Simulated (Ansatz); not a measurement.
Runs of Ansatz 0.2.0 on Bi. It takes space group Im-3m (No. 229, cubic). The conventional cell has a = 3.963 Å, b = 3.963 Å, c = 3.963 Å, α = 90.00°, β = 90.00°, γ = 90.00°. Bi (site symmetry m-3m) is surrounded by 8 Bi at 3.43 Å. This isn't the form of Bi at room conditions, which is rhombohedral.

| task | level | cell | smearing | gap on the mesh (eV) | pressure (GPa) | relaxed volume (Å³/atom) |
| --- | --- | --- | --- | --- | --- | --- |
| relaxation of cell and atoms | PBE+D4 | relaxed | fermi-dirac 0.05 eV | - | 0.0 | 30.18 |
| single point | PBE | as given | gaussian 0.025 eV | none | 0.8 | - |
| relaxation of cell and atoms | RPBE+D3(BJ) | relaxed | fermi-dirac 0.05 eV | none | 0.0 | (a) |
| relaxation of cell and atoms | PBEsol+D4 | relaxed | fermi-dirac 0.05 eV | - | 0.0 | 29.17 |
| relaxation of cell and atoms | RPBE+D4 | relaxed | fermi-dirac 0.05 eV | - | 0.0 | 29.93 |
| relaxation of cell and atoms | PBE+D3(BJ) | relaxed | fermi-dirac 0.05 eV | - | 0.0 | 30.18 |
| relaxation of cell and atoms | PBEsol+D3(BJ) | relaxed | fermi-dirac 0.05 eV | - | 0.0 | 28.52 |
| single point | PBE | as given | gaussian 0.026 eV | none | 0.8 | - |

Alike in all rows: potentials or basis Ansatz PAW; no spin polarisation; k mesh 9 × 9 × 9; cutoff (eV) 420.

**Question.** Fill in the values left out.

**Answer.** (a) 22.51.

Caveats: spin-orbit coupling is left out, which moves the levels of the heavy elements; the plane-wave basis is chosen anew once the cell has moved, so the energies of steps on either side of that aren't comparable (some runs); the PAW data sets come from PBE, with cores solved anew for the run's functional, which leaves a small shift of forces and pressure (some runs); the volume moved by over 15 % at a fixed basis, so the end points are rough (some runs); pairwise dispersion overbinds metals, which lowers pressure and volume (some runs).

A k mesh can miss the band edges, and the runs leave out spin-orbit coupling on Bi.

A gap of «none» marks a metal or a gap under the smearing width.
